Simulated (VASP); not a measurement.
Wanted: the native input for a VASP 6.6.1 run.

| Item | Value |
| --- | --- |
| Task | band structure |
| Functional | PBEsol |
| Potentials or basis | VASP PAW PBE potentials, release 64 (Zr_sv, B) |
| Cutoff | 520 eV |
| k mesh | 15 × 15 × 12 |
| Occupations | gaussian, width 0.1 eV |
| Spin | non-collinear spin, zero start, spin-orbit coupling |
| Starting moments | [[0.0, 0.0, 0.0], [0.0, 0.0, 0.0], [0.0, 0.0, 0.0]] μB |
| Further INCAR settings | ALGO = Normal; EDIFF = 1e-06 |

The structure of ZrB2 lies in POSCAR:

```
ZrB2
1.0
    3.1547840000      0.0000000000      0.0000000000
   -1.5773920000      2.7321230000      0.0000000000
    0.0000000000      0.0000000000      3.5068060000
Zr B
1 2
Direct
    0.0000000000      0.0000000000      0.0000000000
    0.3333333000      0.6666667000      0.5000000000
    0.6666667000      0.3333333000      0.5000000000
```

One way to write it, as run:

INCAR

```
SYSTEM = ZrB2
ALGO = Normal
EDIFF = 1E-6
ENCUT = 520
GGA = PS
GGA_COMPAT = .FALSE.
ISIF = 2
ISMEAR = 0
LASPH = .TRUE.
LCHARG = .FALSE.
LMAXMIX = 4
LNONCOLLINEAR = .TRUE.
LORBIT = 11
LREAL = .FALSE.
LSORBIT = .TRUE.
LWAVE = .FALSE.
MAGMOM = 0 0 0 0 0 0 0 0 0
NELM = 80
PREC = Accurate
SIGMA = 0.1
```

KPOINTS

```
k-points
0
G
  15 15 12
  0 0 0
```

KPOINTS_OPT

```
path GMKGALHA,LM,KH
10
line-mode
reciprocal
 0.0000000000  0.0000000000  0.0000000000  G
 0.5000000000  0.0000000000  0.0000000000  M

 0.5000000000  0.0000000000  0.0000000000  M
 0.3333333333  0.3333333333  0.0000000000  K

 0.3333333333  0.3333333333  0.0000000000  K
 0.0000000000  0.0000000000  0.0000000000  G

 0.0000000000  0.0000000000  0.0000000000  G
 0.0000000000  0.0000000000  0.5000000000  A

 0.0000000000  0.0000000000  0.5000000000  A
 0.5000000000  0.0000000000  0.5000000000  L

 0.5000000000  0.0000000000  0.5000000000  L
 0.3333333333  0.3333333333  0.5000000000  H

 0.3333333333  0.3333333333  0.5000000000  H
 0.0000000000  0.0000000000  0.5000000000  A

 0.5000000000  0.0000000000  0.5000000000  L
 0.5000000000  0.0000000000  0.0000000000  M

 0.3333333333  0.3333333333  0.0000000000  K
 0.3333333333  0.3333333333  0.5000000000  H
```

Potentials or basis: VASP PAW PBE potentials, release 64 (Zr_sv, B).

Run with:

```console
$ cat potpaw_PBE.64/Zr_sv/POTCAR potpaw_PBE.64/B/POTCAR > POTCAR
$ mpirun -np 1 vasp_ncl > vasp.out
```

It gave:

The pressure is 0.3 GPa. The net moment is 0.00 μB per cell and the valence electrons inside the program's atomic spheres are Zr 10.01; B 1.92.

Caveat: the PAW data sets were made with another functional, which shifts forces and pressure a little.

Run time: 3.5 min on 1 thread of AMD EPYC 9R45 (Zen 5) (shared host), peak memory 0.45 GiB.
